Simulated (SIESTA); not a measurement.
Wanted: the native input for a SIESTA 5.4.2 run.

- Task: band structure
- Functional: PBE
- Potentials or basis: SG15 1.2 (PBE files) or PseudoDojo by element
- Basis: DZP (energy shift 0.003 Ry; two zetas on semicore shells)
- Grid cutoff: 800 Ry
- Energy shift: 0.003 Ry
- k mesh: 11 × 11 × 11
- Occupations: fermi-dirac, width 0.05 eV
- Spin: no spin polarisation

The system is Ag.

```xyz
1
Lattice="0.0000 2.0427 2.0427 2.0427 0.0000 2.0427 2.0427 2.0427 0.0000" Properties=species:S:1:pos:R:3 pbc="T T T"
Ag    0.0000    0.0000    0.0000
```

The input as run:

Ag.fdf

```
SystemName                      Silver
SystemLabel                     Ag
NumberOfSpecies                 1
NumberOfAtoms                   1
%block ChemicalSpeciesLabel
  1  47 Ag
%endblock ChemicalSpeciesLabel

LatticeConstant                 1.0 Ang
%block LatticeVectors
     0.0000000000     2.0427500000     2.0427500000
     2.0427500000     0.0000000000     2.0427500000
     2.0427500000     2.0427500000     0.0000000000
%endblock LatticeVectors
AtomicCoordinatesFormat         Fractional
%block AtomicCoordinatesAndAtomicSpecies
     0.0000000000     0.0000000000     0.0000000000  1  Ag
%endblock AtomicCoordinatesAndAtomicSpecies

%block kgrid.MonkhorstPack
   11   0   0  0.0
    0  11   0  0.0
    0   0  11  0.0
%endblock kgrid.MonkhorstPack
XC.Functional                   GGA
XC.Authors                      PBE
PAO.BasisSize                   DZP
PAO.EnergyShift                 0.003 Ry
Mesh.Cutoff                     800 Ry
OccupationFunction              FD
ElectronicTemperature           0.05 eV
MaxSCFIterations                120
SCF.MustConverge                false
SCF.Mixer.Method                Pulay
SCF.Mixer.Weight                0.25
SCF.Mixer.History               8
SCF.DM.Tolerance                5.0e-05
SCF.H.Tolerance                 1.0e-03 eV
WriteForces                     true
Charge.Mulliken                 end
BandLinesScale                  ReciprocalLatticeVectors
%block BandLines
    1    0.000000   0.000000   0.000000  \Gamma
   12    0.500000   0.000000   0.500000  X
    6    0.500000   0.250000   0.750000  W
    4    0.375000   0.375000   0.750000  K
   13    0.000000   0.000000   0.000000  \Gamma
   11    0.500000   0.500000   0.500000  L
    8    0.625000   0.250000   0.625000  U
    4    0.500000   0.250000   0.750000  W
    9    0.500000   0.500000   0.500000  L
    8    0.375000   0.375000   0.750000  K
    1    0.625000   0.250000   0.625000  U
    4    0.500000   0.000000   0.500000  X
%endblock BandLines
%block PAO.Basis
  Ag 5
  n=4 0 2
    2.700 0.000
  n=5 0 2
    5.658 0.000
  n=4 1 2
    3.076 0.000
  n=5 1 1
    5.658
  n=4 2 2
    4.753 0.000
%endblock PAO.Basis
```

Potentials or basis: SG15 1.2 (PBE files) or PseudoDojo by element, DZP (energy shift 0.003 Ry; two zetas on semicore shells).

Run with:

```sh
$ siesta < Ag.fdf > Ag.out 2>&1
```

It gave:

```json
{
  "Pressure": "0.8 GPa",
  "Band gap on the k mesh": "none (metal or under the smearing width)"
}
```

Caveat: the basis of atomic orbitals isn't converged, which shifts pressures, moduli and gaps.

Run time: 27 s on 1 thread of AMD EPYC 7R43 64-Core Processor (Zen 3), with other jobs on the host, peak memory 0.2 GiB.
